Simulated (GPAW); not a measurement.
The system is TiNi.

```
Ni Ti
1.0
     2.73580    0.00000    0.00000
     0.00000    2.73580    0.00000
     0.00000    0.00000    3.58141
Ni Ti
1 1
Direct
  0.00000 0.00000 0.00000
  0.50000 0.50000 0.50000
```

The cell comes from a database or a generator and needn't be the stable form of this composition.

| Item | Value |
| --- | --- |
| Program | GPAW 26.7.0 |
| Task | single point |
| Functional | PBEsol |
| Potentials or basis | PAW data sets generated in the run's folder for this functional |
| Cutoff | 600 eV |
| Basis | pw |
| k mesh | 10 × 10 × 8 |
| Occupations | fermi-dirac, width 0.05 eV |
| Spin | collinear spin, ferromagnetic start |
| Starting moments | [1.0, 1.0] μB |

On this cell: pressure -5.9 GPa; largest force under 0.003 eV/Å; net moment 0.00 μB per cell; band gap on the k mesh none (metal or under the smearing width).

The same run follows on a disturbed copy (atoms moved at random, drawn with an rms of 0.05 Å):

```
Ni Ti
1.0
     2.73580    0.00000    0.00000
     0.00000    2.73580    0.00000
     0.00000    0.00000    3.58141
Ni Ti
1 1
Direct
  0.00542 0.00515 0.00068
  0.50871 0.48873 0.48423
```

Q: What does the disturbed cell give?

A: The energy (extrapolated to zero smearing) moves by +5.7 meV/atom; pressure -5.6 GPa; largest force 0.312 eV/Å; net moment 0.00 μB per cell; band gap on the k mesh none (metal or under the smearing width).

Forces on the atoms (eV/Å):
```
Ni   0.032 -0.157 -0.268
Ti  -0.032  0.157  0.268
```

Stress tensor (GPa, compression positive):
```
-4.74 -0.01 -0.03
-0.01 -4.82  0.16
-0.03  0.16 -7.22
```

Caveats: the stock nickel data set gives pressures a few GPa off other programs.
